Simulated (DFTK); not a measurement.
Runs of DFTK 0.8.2 on MgS (Niningerite). The structure is cubic, space group Fm-3m (No. 225). The conventional cell has a = 5.203 Å, b = 5.203 Å, c = 5.203 Å, α = 90.00°, β = 90.00°, γ = 90.00°. S (site symmetry m-3m) is surrounded by 6 Mg at 2.60 Å. Around Mg (site symmetry m-3m) lie 6 S at 2.60 Å. 

```tsv
level	gap on the mesh (eV)
r2SCAN	4.47
r2SCAN50	(a)
r2SCANh	5.14
r2SCAN0	6.14
```

Alike in all rows: task single point; potentials or basis cp2k.nc.sr.pbe.v0_1.largecore.gth (PBE, GTH, large core); no spin polarisation; cell as given; k mesh 3 × 3 × 3; cutoff (eV) 816; smearing fermi-dirac 0.05 eV; the mesh is coarse, so values aren't converged.

Q: Estimate the missing entries.

A: (a) 7.80.

Caveats: all runs use coarse meshes; this set keeps more shells in the core, which shifts pressures and gaps; an odd mesh through Γ misses points on the zone boundary, where band edges often lie; the program warned that the kinetic-energy density falls under its von Weizsäcker bound, which can give unphysical results (some runs).

Runs at the PBE level aren't shown here.
